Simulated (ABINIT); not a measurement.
SiC (Moissanite):

```
Si C
1.0
     3.07600    0.00000    0.00000
    -1.53800    2.66389    0.00000
     0.00000    0.00000    5.04800
Si C
2 2
Cartesian
  1.5380 0.8880 2.5240
  0.0000 1.7759 0.0000
  1.5380 0.8880 4.4675
  0.0000 1.7759 1.9435
```

Base run:

* Program: ABINIT 10.8.3 (patched build)
* Functional: OLYP
* Potentials or basis: JTH PAW PBE v2.0
* Cutoff: 544 eV
* k mesh: 10 × 10 × 5
* Occupations: fermi-dirac, width 0.05 eV
* Spin: no spin polarisation

Its results: band gap on the k mesh 2.64 eV, indirect (least direct gap 4.21 eV); pressure 0.8 GPa; largest force 0.724 eV/Å.

Q: After a change of settings the same cell gave: band gap on the k mesh 2.52 eV, indirect (least direct gap 4.12 eV); pressure 2.9 GPa; largest force 0.745 eV/Å. Which change was it?
A. functional from OLYP to BLYP; potentials or basis from JTH PAW PBE v2.0 to PseudoDojo NC SR PBE v0.4.1 standard; cutoff from 544 eV to 1116 eV
B. functional from OLYP to PW91
C. functional from OLYP to LDA-Teter; potentials or basis from JTH PAW PBE v2.0 to PseudoDojo NC SR LDA v0.4.1 standard; cutoff from 544 eV to 1116 eV
D. potentials or basis from JTH PAW PBE v2.0 to PseudoDojo NC SR PBE v0.4.1 standard; cutoff from 544 eV to 1116 eV

A: B.

Caveats: the PAW data sets were made with another functional, which shifts forces and pressure a little; the mesh misses the band edges, which the band path finds closer together.

Not every run made on this cell is shown here.
